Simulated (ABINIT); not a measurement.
# SiC (F-43m): G0W0 on several meshes in ABINIT

Wanted: mesh dependence and cost of G0W0 for SiC (F-43m).

Method: PBE and many-body steps on it, plane waves, in ABINIT 10.8.3.

### Step 1. The structure

It takes space group F-43m (No. 216, cubic). The conventional cell has a = 4.358 Å, b = 4.358 Å, c = 4.358 Å, α = 90.00°, β = 90.00°, γ = 90.00°. Si has 4 C at 1.89 Å nearest. Nearest to C lie 4 Si at 1.89 Å. Farther neighbours are not listed.

The cell and positions come from the Crystallography Open Database and are kept as given unless a step says otherwise.

### Step 2. Empty states on the mesh, 6×6×6 mesh, 537 bands

This step: ABINIT 10.8.3; DFT, PBE, plane waves, norm-conserving pseudopotentials.

The sums over transitions need many empty states on a uniform mesh; this step solves for them.

run.abi

```
acell 3*1.0 Angstrom
rprim 
  -0.000000000000 2.179000000000 2.179000000000
  2.179000000000 -0.000000000000 2.179000000000
  2.179000000000 2.179000000000 -0.000000000000
ntypat 2
znucl 14 6
natom 2
typat 1 2
xred 
  0.000000000000 0.000000000000 0.000000000000
  0.250000000000 0.250000000000 0.250000000000
pp_dirpath "pseudos"
pseudos "Si.upf, C.upf"
ecut 37
ngkpt 6 6 6
nshiftk 1
shiftk 0 0 0
kptopt 1
chksymbreak 0
irdden 1
istwfk *1
nband 537
prtvol 0
optdriver 6
gwr_task "HDIAGO"
paral_kgb 0
occopt 1
indata_prefix "in"
outdata_prefix "out"
tmpdata_prefix "tmp"
```

Launch:

```console
OMP_NUM_THREADS=1 mpirun -n 4 abinit run.abi > log
```

Output:

```text
.Version 10.8.3 of ABINIT. v10.8.2 released Aug 2026.

 Symmetries : space group F-4 3 m (#216); Bravais cF (face-center cubic)
[... echo of the input left out ...]
== DATASET  1 ==================================================================
-   mpi_nproc: 4, omp_nthreads: 1 (-1 if OMP is not activated)

--- !DatasetInfo
iteration_state: {dtset: 1, }
dimensions: {natom: 2, nkpt: 16, mband: 537, nsppol: 1, nspinor: 1, nspden: 1, mpw: 1524, }
cutoff_energies: {ecut:  37.0, pawecutdg:  -1.0, }
[...]
Indirect band gap semiconductor
 Fundamental gap:     1.361 (eV)
   VBM:     6.835 (eV) at k: [ 0.0000E+00,  0.0000E+00,  0.0000E+00]
   CBM:     8.196 (eV) at k: [ 5.0000E-01,  5.0000E-01,  0.0000E+00]
 Direct gap:         4.553 (eV) at k: [ 5.0000E-01,  5.0000E-01,  0.0000E+00]

== END DATASET(S) ==============================================================
================================================================================

 -outvars: echo values of variables after computation  --------
           etotal      0.0000000000E+00
            nband         537
             nkpt          16
          spgroup         216
 [... the other variables as echoed above ...]

 Calculation completed.
```

Wall time 17 s (4 MPI ranks of Arm Neoverse V1, shared host); peak memory 0.77 GiB.

This step gave:

```
gap                                                           : 1.361 eV
k of the valence top                                          : 0, 0, 0
k of the conduction bottom                                    : 0.5, 0.5, 0
least direct gap                                              : 4.553 eV
k points computed                                             : 16
lowest point of the top converged band, above the valence top : 453.3667 eV
```

On this mesh the gap is 1.361 eV.

The density comes from a self-consistent run that is not shown.

### Step 3. Screening, 6×6×6 mesh, 108 bands, screening to 203.5 eV

The RPA dielectric matrix is built and inverted for each q.

This step: RPA screening on PBE, plane waves, norm-conserving pseudopotentials.

run.abi, as its differences from that of step 2:

```diff
@@ -20,10 +20,11 @@
 chksymbreak 0
-irdden 1
 istwfk *1
-nband 537
-prtvol 0
-optdriver 6
-gwr_task "HDIAGO"
-paral_kgb 0
 occopt 1
+irdwfk 1
+optdriver 3
+nband 108
+ecuteps 7.48
+inclvkb 2
+awtr 1
+symchi 1
 indata_prefix "in"
```

Output:

```text
.Version 10.8.3 of ABINIT. v10.8.2 released Aug 2026.

 Symmetries : space group F-4 3 m (#216); Bravais cF (face-center cubic)
[... echo of the input left out ...]
== DATASET  1 ==================================================================
-   mpi_nproc: 4, omp_nthreads: 1 (-1 if OMP is not activated)

--- !DatasetInfo
iteration_state: {dtset: 1, }
dimensions: {natom: 2, nkpt: 16, mband: 108, nsppol: 1, nspinor: 1, nspden: 1, mpw: 1524, }
cutoff_energies: {ecut:  37.0, pawecutdg:  -1.0, }
electrons: {nelect:   8.00000000E+00, charge:   0.00000000E+00, occopt:   1.00000000E+00, tsmear:   1.00000000E-02, }

 SCREENING: Calculation of the susceptibility and dielectric matrices

 Based on a program developped by R.W. Godby, V. Olevano, G. Onida, and L. Reining.
 Incorporated in ABINIT by V. Olevano, G.-M. Rignanese, and M. Torrent.
.Using double precision arithmetic ; gwpc =  8

[... cell and pseudopotentials left out ...]
--------------------------------------------------------------------------------

 ==== K-mesh for the wavefunctions ====
 Number of points in the irreducible wedge :    16
[... list of points left out ...]
 Together with 24 symmetry operations and time-reversal symmetry
 yields   216 points in the full Brillouin Zone.

 ==== Q-mesh for the screening function ====
 Number of points in the irreducible wedge :    16
[... list of points left out ...]
 Together with 24 symmetry operations and time-reversal symmetry
 yields   216 points in the full Brillouin Zone.

 setmesh: FFT mesh size selected  =    24x   24x   24
          total number of points  =        13824

 vcoul_init : cutoff-mode = AUXILIARY_FUNCTION
 q-points for optical limit:   1
     1)      0.000010    0.000020    0.000030

- screening: taking advantage of time-reversal symmetry
- Maximum band index for partially occupied states nbvw = 4
- Remaining bands to be divided among processors   nbcw = 104
- Number of bands treated by each node ~26

 Number of electrons calculated from density =    8.0000; Expected =    8.0000
 average of density, n =  0.057292
 r_s =    1.6092
 omega_plasma =   23.0888 [eV]

 calculating chi0 at frequencies [eV] :
  1    0.000000E+00    0.000000E+00
  2    0.000000E+00    2.308880E+01

--------------------------------------------------------------------------------
  q-point number  1        q = ( 0.000000, 0.000000, 0.000000) [r.l.u.]
--------------------------------------------------------------------------------
[... chi0 elements left out ...]
 For q-point:  0.000010 0.000020 0.000030
  dielectric constant =   7.0843
  dielectric constant without local fields =   7.7435

  Average fulfillment of the sum rule on Im[epsilon] for q-point    1 :     92.60  [%]
[... wings left out ...]
  q-point number  2        q = ( 0.166667, 0.000000, 0.000000) [r.l.u.]
--------------------------------------------------------------------------------
[... chi0 elements left out ...]
  Average fulfillment of the sum rule on Im[epsilon] for q-point    2 :     96.36  [%]

 [... 14 further q-points ...]
```

The job ended after 42 s (4 MPI ranks; peak memory 0.78 GiB).

Numbers from this step:

```
ε∞ with local fields, on this mesh, along the program's q direction : 7.084
the same without local fields                                       : 7.744
plasma frequency                                                    : 23.09 eV
plane waves in the screening matrix                                 : 137
```

Local fields lower ε∞ by 9 %.

### Step 4. 6×6×6

The self-energy is evaluated for the states that the input lists, and the levels follow from it, in one-shot runs by the linearised quasiparticle equation.

This step: G0W0 on PBE, plane waves, norm-conserving pseudopotentials.

run.abi, as its differences from that of step 3:

```diff
@@ -23,8 +23,19 @@
 irdwfk 1
-optdriver 3
+optdriver 4
 nband 108
+gwcalctyp 0
+ecutsigx 37
+symsigma 1
+nkptgw 3
+kptgw 
+  0.0000000000 0.0000000000 0.0000000000
+  0.5000000000 0.5000000000 0.0000000000
+  0.5000000000 0.0000000000 0.0000000000
+bdgw 
+  2 8
+  3 6
+  3 7
 ecuteps 7.48
-inclvkb 2
-awtr 1
-symchi 1
+irdscr 1
+ppmodel 1
 indata_prefix "in"
```

Output:

```text
.Version 10.8.3 of ABINIT. v10.8.2 released Aug 2026.

 Symmetries : space group F-4 3 m (#216); Bravais cF (face-center cubic)
[... echo of the input left out ...]
== DATASET  1 ==================================================================
-   mpi_nproc: 4, omp_nthreads: 1 (-1 if OMP is not activated)

--- !DatasetInfo
iteration_state: {dtset: 1, }
dimensions: {natom: 2, nkpt: 16, mband: 108, nsppol: 1, nspinor: 1, nspden: 1, mpw: 1524, }
cutoff_energies: {ecut:  37.0, pawecutdg:  -1.0, }
electrons: {nelect:   8.00000000E+00, charge:   0.00000000E+00, occopt:   1.00000000E+00, tsmear:   1.00000000E-02, }

 SIGMA: Calculation of the GW corrections

 Based on a program developped by R.W. Godby, V. Olevano, G. Onida, and L. Reining.
 Incorporated in ABINIT by V. Olevano, G.-M. Rignanese, and M. Torrent.
.Using double precision arithmetic ; gwpc =  8

[... cell and pseudopotentials left out ...]
--------------------------------------------------------------------------------

 ==== K-mesh for the wavefunctions ====
 Number of points in the irreducible wedge :    16
[... list of points left out ...]
 Together with 24 symmetry operations and time-reversal symmetry
 yields   216 points in the full Brillouin Zone.

 ==== Q-mesh for screening function ====
 Number of points in the irreducible wedge :    16
[... list of points left out ...]
 Together with 24 symmetry operations and time-reversal symmetry
 yields   216 points in the full Brillouin Zone.

 vcoul_init : cutoff-mode = AUXILIARY_FUNCTION
 q-points for optical limit:   1
     1)      0.000010    0.000020    0.000030
 setmesh: FFT mesh size selected  =    32x   32x   32
          total number of points  =        32768

 Number of electrons calculated from density =    8.0000; Expected =    8.0000
 average of density, n =  0.057292
 r_s =    1.6092
 omega_plasma =   23.0888 [eV]

 === KS Band Gaps ===
  >>>> For spin  1
   Minimum direct gap =   4.5530 [eV], located at k-point      :   0.5000  0.5000  0.0000
   Fundamental gap    =   1.3613 [eV], Top of valence bands at :   0.0000  0.0000  0.0000
                                       Bottom of conduction at :   0.5000  0.5000  0.0000
 SIGMA fundamental parameters:
 PLASMON POLE MODEL  1
 number of plane-waves for SigmaX                 1459
 number of plane-waves for SigmaC and W            137
 number of plane-waves for wavefunctions          1459
 number of bands                                   108
 number of independent spin polarizations            1
 number of spinorial components                      1
 number of k-points in IBZ                          16
 number of q-points in IBZ                          16
 number of symmetry operations                      24
 number of k-points in BZ                          216
 number of q-points in BZ                          216
 number of frequencies for dSigma/dE                 9
 frequency step for dSigma/dE [eV]                0.25
 number of omega for Sigma on real axis              0
 max omega for Sigma on real axis  [eV]           0.00
 zcut for avoiding poles [eV]                     0.10

 EPSILON^-1 parameters (SCR file):
 dimension of the eps^-1 matrix on file            137
 dimension of the eps^-1 matrix used               137
 number of plane-waves for wavefunctions          1459
 number of bands                                   108
 number of q-points in IBZ                          16
 number of frequencies                               2
 number of real frequencies                          1
 number of imag frequencies                          1

 matrix elements of self-energy operator (all in [eV])

 Perturbative Calculation

--- !SelfEnergy_ee
iteration_state: {dtset: 1, }
kpoint     : [   0.000,    0.000,    0.000, ]
spin       : 1
KS_gap     :    6.223
QP_gap     :    7.136
Delta_QP_KS:    0.913
data: !SigmaeeData |
     Band     E0 <VxcDFT>   SigX SigC(E0)      Z dSigC/dE  Sig(E)    E-E0       E
        2   6.835 -14.930 -17.579   1.915   0.793  -0.262 -15.512  -0.582   6.253
        3   6.835 -14.930 -17.579   1.915   0.793  -0.262 -15.512  -0.582   6.253
        4   6.835 -14.930 -17.579   1.915   0.793  -0.262 -15.512  -0.582   6.253
        5  13.058 -13.213  -7.543  -5.251   0.790  -0.265 -12.882   0.331  13.389
        6  14.146 -11.327  -5.827  -5.125   0.805  -0.242 -11.025   0.302  14.448
        7  14.146 -11.327  -5.827  -5.125   0.805  -0.242 -11.025   0.302  14.448
[...]
--- !SelfEnergy_ee
iteration_state: {dtset: 1, }
kpoint     : [   0.500,    0.500,    0.000, ]
spin       : 1
KS_gap     :    4.553
QP_gap     :    5.585
Delta_QP_KS:    1.032
data: !SigmaeeData |
     Band     E0 <VxcDFT>   SigX SigC(E0)      Z dSigC/dE  Sig(E)    E-E0       E
[...]
--- !SelfEnergy_ee
iteration_state: {dtset: 1, }
kpoint     : [   0.500,    0.000,    0.000, ]
spin       : 1
KS_gap     :    6.485
QP_gap     :    7.514
Delta_QP_KS:    1.028
data: !SigmaeeData |
     Band     E0 <VxcDFT>   SigX SigC(E0)      Z dSigC/dE  Sig(E)    E-E0       E
[...]
5  12.265 -12.167  -6.917  -4.848   0.805  -0.242 -11.843   0.324  12.589
        6  14.070 -10.984  -5.433  -5.093   0.810  -0.234 -10.613   0.371  14.441
        7  14.070 -10.984  -5.433  -5.093   0.810  -0.234 -10.613   0.371  14.441

== END DATASET(S) ==============================================================
================================================================================

 -outvars: echo values of variables after computation  --------
           etotal      0.0000000000E+00
            nband         108
             nkpt          16
          spgroup         216
 [... the other variables as echoed above ...]

 Calculation completed.
```

Run time: 13 s. Hardware: 4 MPI ranks; peak memory 0.79 GiB.

This step gave:

```yaml
g0w0_gap_on_the_points_computed: 2.084 eV
starting_gap_on_the_mesh: 1.361 eV
k_of_the_valence_top: 0, 0, 0
k_of_the_conduction_bottom: 0.5, 0.5, 0
z_at_the_valence_top: 0.793
z_at_the_conduction_bottom: 0.82
least_direct_g0w0_gap_on_the_computed_points: 5.585 eV
```

The gap on the mesh goes from 1.36 eV to 2.08 eV, a correction of +0.72 eV.

### Step 5. Empty states on the mesh, 8×8×8 mesh, 116 bands

This step: DFT, PBE, plane waves, norm-conserving pseudopotentials.

run.abi

```
acell 3*1.0 Angstrom
rprim 
  -0.000000000000 2.179000000000 2.179000000000
  2.179000000000 -0.000000000000 2.179000000000
  2.179000000000 2.179000000000 -0.000000000000
ntypat 2
znucl 14 6
natom 2
typat 1 2
xred 
  0.000000000000 0.000000000000 0.000000000000
  0.250000000000 0.250000000000 0.250000000000
pp_dirpath "pseudos"
pseudos "Si.upf, C.upf"
ecut 37
ngkpt 8 8 8
nshiftk 1
shiftk 0 0 0
kptopt 1
chksymbreak 0
irdden 1
istwfk *1
nband 116
prtvol 0
optdriver 6
gwr_task "HDIAGO"
paral_kgb 0
occopt 1
indata_prefix "in"
outdata_prefix "out"
tmpdata_prefix "tmp"
```

Output:

```text
[banner, memory and clock lines left out]
.Version 10.8.3 of ABINIT. v10.8.2 released Aug 2026.

 Symmetries : space group F-4 3 m (#216); Bravais cF (face-center cubic)
[... echo of the input left out ...]
== DATASET  1 ==================================================================
-   mpi_nproc: 4, omp_nthreads: 1 (-1 if OMP is not activated)

--- !DatasetInfo
iteration_state: {dtset: 1, }
dimensions: {natom: 2, nkpt: 29, mband: 116, nsppol: 1, nspinor: 1, nspden: 1, mpw: 1524, }
cutoff_energies: {ecut:  37.0, pawecutdg:  -1.0, }
[...]
Integrated=    8.0000E+00

 === KS gaps after direct diagonalization ===
 Indirect band gap semiconductor
 Fundamental gap:     1.361 (eV)
   VBM:     6.835 (eV) at k: [ 0.0000E+00,  0.0000E+00,  0.0000E+00]
   CBM:     8.196 (eV) at k: [ 5.0000E-01,  5.0000E-01,  0.0000E+00]
 Direct gap:         4.553 (eV) at k: [ 5.0000E-01,  5.0000E-01,  0.0000E+00]

== END DATASET(S) ==============================================================

 -outvars: echo values of variables after computation  --------
           etotal      0.0000000000E+00
            nband         116
             nkpt          29
          spgroup         216
 [... the other variables as echoed above ...]

 Calculation completed.
```

The job ended after 24 s (4 MPI ranks; peak memory 0.75 GiB; 95 s of CPU time).

This step gave:

```
gap                                                           : 1.361 eV
k of the valence top                                          : 0, 0, 0
k of the conduction bottom                                    : 0.5, 0.5, 0
least direct gap                                              : 4.553 eV
k points computed                                             : 29
lowest point of the top converged band, above the valence top : 146.3876 eV
```

On this mesh the gap is 1.361 eV.

### Step 6. Screening, 8×8×8 mesh, 108 bands, screening to 203.5 eV

This step: RPA screening on PBE, plane waves, norm-conserving pseudopotentials.

run.abi, as its differences from that of step 5:

```diff
@@ -20,10 +20,11 @@
 chksymbreak 0
-irdden 1
 istwfk *1
-nband 116
-prtvol 0
-optdriver 6
-gwr_task "HDIAGO"
-paral_kgb 0
 occopt 1
+irdwfk 1
+optdriver 3
+nband 108
+ecuteps 7.48
+inclvkb 2
+awtr 1
+symchi 1
 indata_prefix "in"
```

Output:

```text
.Version 10.8.3 of ABINIT. v10.8.2 released Aug 2026.

 Symmetries : space group F-4 3 m (#216); Bravais cF (face-center cubic)
[... echo of the input left out ...]
== DATASET  1 ==================================================================
-   mpi_nproc: 4, omp_nthreads: 1 (-1 if OMP is not activated)

--- !DatasetInfo
iteration_state: {dtset: 1, }
dimensions: {natom: 2, nkpt: 29, mband: 108, nsppol: 1, nspinor: 1, nspden: 1, mpw: 1524, }
cutoff_energies: {ecut:  37.0, pawecutdg:  -1.0, }
electrons: {nelect:   8.00000000E+00, charge:   0.00000000E+00, occopt:   1.00000000E+00, tsmear:   1.00000000E-02, }

 SCREENING: Calculation of the susceptibility and dielectric matrices

 Based on a program developped by R.W. Godby, V. Olevano, G. Onida, and L. Reining.
 Incorporated in ABINIT by V. Olevano, G.-M. Rignanese, and M. Torrent.
.Using double precision arithmetic ; gwpc =  8

[... cell and pseudopotentials left out ...]
--------------------------------------------------------------------------------

 ==== K-mesh for the wavefunctions ====
 Number of points in the irreducible wedge :    29
[... list of points left out ...]
 Together with 24 symmetry operations and time-reversal symmetry
 yields   512 points in the full Brillouin Zone.

 ==== Q-mesh for the screening function ====
 Number of points in the irreducible wedge :    29
[... list of points left out ...]
 Together with 24 symmetry operations and time-reversal symmetry
 yields   512 points in the full Brillouin Zone.

 setmesh: FFT mesh size selected  =    24x   24x   24
          total number of points  =        13824

 vcoul_init : cutoff-mode = AUXILIARY_FUNCTION
 q-points for optical limit:   1
     1)      0.000010    0.000020    0.000030

- screening: taking advantage of time-reversal symmetry
- Maximum band index for partially occupied states nbvw = 4
- Remaining bands to be divided among processors   nbcw = 104
- Number of bands treated by each node ~26

 Number of electrons calculated from density =    8.0000; Expected =    8.0000
 average of density, n =  0.057292
 r_s =    1.6092
 omega_plasma =   23.0888 [eV]

 calculating chi0 at frequencies [eV] :
  1    0.000000E+00    0.000000E+00
  2    0.000000E+00    2.308880E+01

--------------------------------------------------------------------------------
  q-point number  1        q = ( 0.000000, 0.000000, 0.000000) [r.l.u.]
--------------------------------------------------------------------------------
[... chi0 elements left out ...]
 For q-point:  0.000010 0.000020 0.000030
  dielectric constant =   6.6728
  dielectric constant without local fields =   7.3104

  Average fulfillment of the sum rule on Im[epsilon] for q-point    1 :     92.59  [%]
[... wings left out ...]
  q-point number  2        q = ( 0.125000, 0.000000, 0.000000) [r.l.u.]
--------------------------------------------------------------------------------
[... chi0 elements left out ...]
  Average fulfillment of the sum rule on Im[epsilon] for q-point    2 :     96.66  [%]

 [... 27 further q-points ...]
```

The job ended after 3.1 min (4 MPI ranks; peak memory 1.3 GiB; 12 min of CPU time).

Numbers from this step:

- ε∞ with local fields, on this mesh, along the program's q direction: 6.673
- the same without local fields: 7.310
- plasma frequency: 23.09 eV
- plane waves in the screening matrix: 137

[end of part 1 of 2]

[Paths, hosts, dates, memory and timing lines, banners, echoed tables and standing remarks are left out of the program output.]

[Logs are printed without paths, hosts, clocks, repeated set-up lines and the standing remarks that a program may print on its own settings, such as how far it seeks lower states.]

[Runs of the session that timed out or met a known fault of the program may be left out.]

[Hosts, paths, dates, database ids (printed as entryN), source tags and the programs' standing remarks are cut or masked in the printed files.]

[G0W0 gaps are taken among the corrected bands and points alone; a level outside them can change the order at an edge.]

[Where Ansatz stands beside ABINIT at settings called matched, ABINIT's density can come from a denser mesh and the files from another edition; pairs whose starting gaps differed by over 0.03 eV were left out, so agreement reads better than it is.]
